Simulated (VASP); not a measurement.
# Ag (Fm-3m) in VASP: a series of runs, part 2 of 3

VASP 6.6.1. The steps go on from the part before.

**3. Relaxation of cell and atoms, PBEsol**

Input file INCAR:

```
SYSTEM = Ag
ALGO     = Normal         ! electronic algorithm
EDIFF    = 1E-6           ! SCF threshold, eV
EDIFFG   = -0.01          ! ionic threshold
ENCUT    = 600            ! plane-wave cutoff, eV
GGA      = PS             ! functional
IBRION   = 2              ! ionic algorithm
ISIF     = 3              ! what is computed and relaxed
ISMEAR   = -1             ! smearing method
LASPH    = .TRUE.         ! aspherical terms in the spheres
LCHARG   = .FALSE.        ! write CHGCAR
LREAL    = .FALSE.        ! projectors in reciprocal space
LWAVE    = .FALSE.        ! write WAVECAR
NELM     = 60             ! most SCF steps
NSW      = 40             ! ionic steps
PREC     = Accurate       ! precision mode
SIGMA    = 0.05           ! smearing width, eV
```

Input file KPOINTS:

```
k-points
0
G
  11 11 11
  0 0 0
```

Input file POSCAR:

```
Ag
1.0
    0.0000000000      2.0427500000      2.0427500000
    2.0427500000      0.0000000000      2.0427500000
    2.0427500000      2.0427500000      0.0000000000
Ag
1
Direct
    0.0000000000      0.0000000000      0.0000000000
```

Potentials or basis: VASP PAW PBE potentials, release 64 (Ag).

Started as:

```
> cat potpaw_PBE.64/Ag/POTCAR > POTCAR
> mpirun -np 1 vasp_std > vasp.out
```

OUTCAR:

```text
SYSTEM = Ag
   EDIFF = 1E-6
   EDIFFG = -0.01
   ENCUT = 600
   GGA = PS
   IBRION = 2
   ISIF = 3
   ISMEAR = -1
   LASPH = .TRUE.
   LREAL = .FALSE.
   NELM = 60
   NSW = 40
   PREC = Accurate

 ion  position               nearest neighbor table
   1  0.000  0.000  0.000-

  LATTYP: Found a face centered cubic cell.
 ALAT       =     4.0855000000

  Lattice vectors:

 A1 = (   0.0000000000,   2.0427500000,   2.0427500000)
 A2 = (   2.0427500000,   0.0000000000,   2.0427500000)
 A3 = (   2.0427500000,   2.0427500000,   0.0000000000)

Analysis of symmetry for initial positions (statically):
=====================================================================
 Subroutine PRICEL returns:
 Original cell was already a primitive cell.

 Routine SETGRP: Setting up the symmetry group for a
 face centered cubic supercell.

 Subroutine GETGRP returns: Found 48 space group operations
 (whereof 48 operations were pure point group operations)
 out of a pool of 48 trial point group operations.

The static configuration has the point symmetry O_h .

Analysis of symmetry for dynamics (positions and initial velocities):
=====================================================================
 Subroutine PRICEL returns:
 Original cell was already a primitive cell.

 Routine SETGRP: Setting up the symmetry group for a
 face centered cubic supercell.

 Subroutine GETGRP returns: Found 48 space group operations
 (whereof 48 operations were pure point group operations)
 out of a pool of 48 trial point group operations.

The dynamic configuration has the point symmetry O_h .

 Subroutine INISYM returns: Found 48 space group operations
 (whereof 48 operations are pure point group operations),
 and found     1 'primitive' translations

----------------------------------------------------------------------------------------

                                     Primitive cell

  volume of cell :      17.0481

  direct lattice vectors                    reciprocal lattice vectors
     0.000000000  2.042750000  2.042750000    -0.244768082  0.244768082  0.244768082
     2.042750000  0.000000000  2.042750000     0.244768082 -0.244768082  0.244768082
     2.042750000  2.042750000  0.000000000     0.244768082  0.244768082 -0.244768082

  length of vectors
     2.888884755  2.888884755  2.888884755     0.423950755  0.423950755  0.423950755

  position of ions in fractional coordinates (direct lattice)
     0.000000000  0.000000000  0.000000000

  ion indices of the primitive-cell ions
   primitive index   ion index
                 1           1

----------------------------------------------------------------------------------------

 KPOINTS: k-points

Automatic generation of k-mesh.
 Grid dimensions read from file:
 generate k-points for:   11   11   11

[... 45 lines left out ...]
   k-points           NKPTS =     56   k-points in BZ     NKDIM =     56   number of bands    NBANDS=      9
   number of dos      NEDOS =    301   number of ions     NIONS =      1
   total plane-waves  NPLWV =  13824
   dimension x,y,z NGX =    24 NGY =   24 NGZ =   24
   dimension x,y,z NGXF=    48 NGYF=   48 NGZF=   48
   ions per type =               1
   NGX,Y,Z   is equivalent  to a cutoff of  13.81, 13.81, 13.81 a.u.
   NGXF,Y,Z  is equivalent  to a cutoff of  27.62, 27.62, 27.62 a.u.
 SYSTEM =  Ag
   PREC   = accura    normal or accurate (medium, high low for compatibility)
   ISTART =      0    job   : 0-new  1-cont  2-samecut
   ICHARG =      2    charge: 1-file 2-atom 10-const
   ISPIN  =      1    spin polarized calculation?
   LNONCOLLINEAR =      F non collinear calculations
   LSORBIT =      F    spin-orbit coupling
   LASPH  =      T    aspherical Exc in radial PAW
   ENCUT  =  600.0 eV  44.10 Ry    6.64 a.u.   5.77  5.77  5.77*2*pi/ulx,y,z
   NELM   =     60;   NELMIN=  2; NELMDL= -5     # of ELM steps
   EDIFF  = 0.1E-05   stopping-criterion for ELM
   LREAL  =      F    real-space projection
   EDIFFG = -.1E-01   stopping-criterion for IOM
   NSW    =     40    number of steps for IOM
   IBRION =      2    ionic relax: 0-MD 1-quasi-New 2-CG
   NFREE  =      1    steps in history (QN), initial steepest desc. (CG)
   ISIF   =      3    stress and relaxation
   ISYM   =      2    0-nonsym 1-usesym 2-fastsym
   POTIM  = 0.5000    time-step for ionic-motion
   TEBEG  =    0.0;   TEEND  =   0.0 temperature during run
   PSTRESS=    0.0 pullay stress
   NELECT =      11.0000    total number of electrons
   NUPDOWN=      -1.0000    fix difference up-down
   EMIN   =  10.00;   EMAX   =-10.00  energy-range for DOS
   EFERMI =   0.00;   METHOD = LEGACY
   ISMEAR =    -1;   SIGMA  =   0.05  broadening in eV -4-tet -1-fermi 0-gaus
   EFERMI_NEDOS =   21; number of points for ismear=-14 and -15
   IALGO  =     38    algorithm
   IMIX   =      4    mixing-type and parameters
     AMIX     =   0.40;   BMIX     =  1.00
     AMIX_MAG =   1.60;   BMIX_MAG =  1.00
  volume/ion in A,a.u.               =      17.05       115.05
  Fermi-wavevector in a.u.,A,eV,Ry     =   1.414644  2.673290 27.228221  2.001218
  Thomas-Fermi vector in A             =   2.536165
   LORBIT       =      0    0 simple, 1 ext, 2 COOP (PROOUT), +10 PAW based schemes
   GGA     = PS    functional components
   LHFCALC =     F    Hartree Fock is set to
   AEXX    =    0.0000 exact exchange contribution
   IVDW    =     0    specifies the selected vdW correction
   LEPSILON=     F    determine dielectric tensor
   LRPA    =     F    only Hartree local field effects (RPA)
 conjugate gradient relaxation of ions
 non-spin polarized calculation
  energy-cutoff  :      600.00
  volume of cell :       17.05
 maximum number of plane-waves:       578
   NGX = 11   NGY = 11   NGZ = 11

--------------------------------------- Ionic step        1  -------------------------------------------

 number of electron      10.9999999 magnetization

 Free energy of the ion-electron system (eV)
  ---------------------------------------------------
  ext. energy  EPLUGINS =         0.00000000
  ---------------------------------------------------
  free energy    TOTEN  =        -3.30977843 eV

  energy without entropy =       -3.30712252  energy(sigma->0) =       -3.30845048

------------------------ aborting loop because EDIFF is reached ----------------------------------------

  FORCE on cell =-STRESS in cart. coord.  units (eV):
  Direction    XX          YY          ZZ          XY          YZ          ZX
  --------------------------------------------------------------------------------------
  -------------------------------------------------------------------------------------
  Total       -0.3303138     -0.3303138     -0.3303138      0.0000000      0.0000000      0.0000000
  in kB      -31.0428552    -31.0428552    -31.0428552      0.0000000      0.0000000      0.0000000
  external PRESSURE =     -31.0428552 kB  Pullay stress =       0.0000000 kB
[... 57 lines left out ...]
--------------------------------------- Ionic step        3  -------------------------------------------

 number of electron      11.0000001 magnetization

 Free energy of the ion-electron system (eV)
  ---------------------------------------------------
  ext. energy  EPLUGINS =         0.00000000
  ---------------------------------------------------
  free energy    TOTEN  =        -3.31448454 eV

  energy without entropy =       -3.31227106  energy(sigma->0) =       -3.31337780

 E-fermi :   8.8168     XC(G=0): -12.5817

 val. band max:        8.7558131107   @ k =  -0.4545   0.0909   0.0000
 cond. band min:       8.8774512348   @ k =   0.4545   0.3636   0.0000
 fundamental gap:      0.1216381241
 Fermi energy:         8.8167971840

 k-point     1 :       0.0000    0.0000    0.0000
  band No.  band energies     occupation
      1       0.5861      2.00000
      2       3.7443      2.00000
      3       3.7443      2.00000
      4       3.7443      2.00000
      5       4.8436      2.00000
      6       4.8436      2.00000
      7      24.6704      0.00000
      8      28.4091      0.00000
      9      28.4091      0.00000
[... 265 lines left out ...]
 k-point    24 :      -0.1818    0.1818    0.0000
  band No.  band energies     occupation
      1       2.6946      2.00000
      2       3.3131      2.00000
      3       3.9583      2.00000
      4       4.3918      2.00000
      5       4.4275      2.00000
      6       6.0077      2.00000
      7      20.7258      0.00000
      8      21.1667      0.00000
      9      27.4202      0.00000

 [... further k-points ...]

------------------------ aborting loop because EDIFF is reached ----------------------------------------

  FORCE on cell =-STRESS in cart. coord.  units (eV):
  Direction    XX          YY          ZZ          XY          YZ          ZX
  --------------------------------------------------------------------------------------
  -------------------------------------------------------------------------------------
  Total       -0.0008724     -0.0008724     -0.0008724      0.0000000     -0.0000000      0.0000000
  in kB       -0.0843120     -0.0843120     -0.0843120      0.0000000     -0.0000000      0.0000000
  external PRESSURE =      -0.0843120 kB  Pullay stress =       0.0000000 kB
[... 16 lines left out ...]
  FREE ENERGIE OF THE ION-ELECTRON SYSTEM (eV)
  ---------------------------------------------------
  free  energy   TOTEN  =        -3.3144845391 eV

  energy  without entropy=       -3.3122710636  energy(sigma->0) =       -3.31337780

 reached required accuracy - stopping structural energy minimisation
```

Wall time 11 s (1 thread of AMD EPYC 9R45 (Zen 5), shared host); peak memory 0.12 GiB.

Results:

```yaml
Free_energy: -3.3145 eV
Relaxed_volume: 16.58 Å³/atom
Relaxed_cell: a = 2.862 Å, b = 2.862 Å, c = 2.862 Å, α = 60.00°, β = 60.00°, γ = 60.00°
Space_group_after_relaxing_to_0.05_Å: Fm-3m (No. 225)
Energy_gained_by_relaxing: 4.7 meV/atom
Ionic_steps: 3
Pressure_after_relaxing: 0.0 GPa
Band_gap_on_the_k_mesh: none (metal or under the smearing width)
```

The path:
```tsv
step	energy change (eV)	largest force (eV/Å)	pressure (GPa)	volume (Å³)
1	0.0000	0.0000	-3.10	17.05
2	-0.0021	0.0000	2.60	16.25
3	-0.0047	0.0000	-0.01	16.58
```

Final structure:
```
Ag
1.0
     0.00000    2.02383    2.02383
     2.02383    0.00000    2.02383
     2.02383    2.02383    0.00000
Ag
1
Direct
  0.00000 0.00000 0.00000
```

Caveat: the PAW data sets were made with another functional, which shifts forces and pressure a little.

**4. Single point, PBE**

Input file INCAR:

```
SYSTEM = Ag
PREC     = Accurate       ! precision mode
ENCUT    = 520            ! plane-wave cutoff, eV
EDIFF    = 1E-6           ! SCF threshold, eV
ISMEAR   = 0              ! smearing method
SIGMA    = 0.014          ! smearing width, eV
LREAL    = .FALSE.        ! projectors in reciprocal space
LASPH    = .TRUE.         ! aspherical terms in the spheres
NELM     = 100            ! most SCF steps
ALGO     = Normal         ! electronic algorithm
ISIF     = 2              ! what is computed and relaxed
LWAVE    = .FALSE.        ! write WAVECAR
LCHARG   = .TRUE.         ! write CHGCAR
GGA      = PE             ! functional
LELF     = .TRUE.         ! ELF
LVHAR    = .TRUE.       
NBANDS   = 12             ! bands
```

Input file KPOINTS:

```
regular mesh
0
G
  11 11 11
  0 0 0
```

POSCAR is that of step 3.

Potentials or basis: VASP PAW PBE potentials, release 64 (Ag).

Started as:

```
> cat potpaw_PBE.64/Ag/POTCAR > POTCAR
> mpirun -np 1 vasp_std > vasp.out
```

OUTCAR:

```text
SYSTEM = Ag
   PREC = Accurate
   ENCUT = 520
   EDIFF = 1E-6
   ISMEAR = 0
   LREAL = .FALSE.
   LASPH = .TRUE.
   NELM = 100
   ISIF = 2
   GGA = PE

 ion  position               nearest neighbor table
   1  0.000  0.000  0.000-

  LATTYP: Found a face centered cubic cell.
 ALAT       =     4.0855000000

  Lattice vectors:

 A1 = (   0.0000000000,   2.0427500000,   2.0427500000)
 A2 = (   2.0427500000,   0.0000000000,   2.0427500000)
 A3 = (   2.0427500000,   2.0427500000,   0.0000000000)

[... 539 lines left out ...]
     12      33.0678      0.00000

 [... further k-points ...]

------------------------ aborting loop because EDIFF is reached ----------------------------------------

  FORCE on cell =-STRESS in cart. coord.  units (eV):
  Direction    XX          YY          ZZ          XY          YZ          ZX
  --------------------------------------------------------------------------------------
  -------------------------------------------------------------------------------------
  Total        0.4355138      0.4355138      0.4355138     -0.0000000     -0.0000000      0.0000000
  in kB       40.9295417     40.9295417     40.9295417     -0.0000000     -0.0000000      0.0000000
  external PRESSURE =      40.9295417 kB  Pullay stress =       0.0000000 kB

 VOLUME and BASIS-vectors are now :
 -----------------------------------------------------------------------------
  energy-cutoff  :      520.00
  volume of cell :       17.05
      direct lattice vectors                 reciprocal lattice vectors
     0.000000000  2.042750000  2.042750000    -0.244768082  0.244768082  0.244768082
     2.042750000  0.000000000  2.042750000     0.244768082 -0.244768082  0.244768082
     2.042750000  2.042750000  0.000000000     0.244768082  0.244768082 -0.244768082

 POSITION                                       TOTAL-FORCE (eV/Angst)
 -----------------------------------------------------------------------------------
      0.00000      0.00000      0.00000        -0.000000     -0.000000     -0.000000
 -----------------------------------------------------------------------------------
    total drift:                               -0.000000      0.000000     -0.000000

  FREE ENERGIE OF THE ION-ELECTRON SYSTEM (eV)
  ---------------------------------------------------
  free  energy   TOTEN  =        -2.7091897276 eV

  energy  without entropy=       -2.7091718336  energy(sigma->0) =       -2.70918078
```

OSZICAR:

```text
N       E                     dE             d eps       ncg     rms          rms(c)
DAV:   1     0.516027073872E+02    0.51603E+02   -0.54715E+03  1360   0.825E+02
DAV:   2    -0.213771568132E+01   -0.53740E+02   -0.50640E+02  1572   0.193E+02
DAV:   3    -0.296647051729E+01   -0.82875E+00   -0.82835E+00  1580   0.251E+01
DAV:   4    -0.296919134521E+01   -0.27208E-02   -0.27208E-02  1560   0.148E+00
DAV:   5    -0.296921336831E+01   -0.22023E-04   -0.22023E-04  1608   0.120E-01    0.522E+00
DAV:   6    -0.272079121848E+01    0.24842E+00   -0.96076E-01  1468   0.880E+00    0.335E+00
DAV:   7    -0.271213074663E+01    0.86605E-02   -0.11638E-02  1568   0.101E+00    0.188E+00
DAV:   8    -0.270917917876E+01    0.29516E-02   -0.71992E-04  1520   0.200E-01    0.101E-01
DAV:   9    -0.270918455630E+01   -0.53775E-05   -0.89300E-06  1612   0.225E-02    0.270E-02
DAV:  10    -0.270919025752E+01   -0.57012E-05   -0.43765E-06  1540   0.196E-02    0.665E-03
DAV:  11    -0.270918972764E+01    0.52988E-06   -0.10049E-07   848   0.269E-03
   1 F= -.27091897E+01 E0= -.27091808E+01  d E =-.178941E-04
```

stdout:

```text
POSCAR found type information on POSCAR Ag
 POSCAR found :  1 types and       1 ions
 scaLAPACK will be used
 LDA part: xc-table for (Slater+PW92), standard interpolation
 POSCAR, INCAR and KPOINTS ok, starting setup
 FFT: planning ... GRIDC
 FFT: planning ... GRID_SOFT
 FFT: planning ... GRID
 WAVECAR not read
 entering main loop
```

It took 11 s on 1 thread of Intel Xeon Platinum 8259CL at 2.50GHz (Skylake/Cascade Lake), shared host; peak memory 0.14 GiB.

Results:

```yaml
Free_energy: -2.7092 eV
Pressure: 4.1 GPa
Band_gap_on_the_k_mesh: none (metal or under the smearing width)
```

(Part 2 of 3 ends here.)
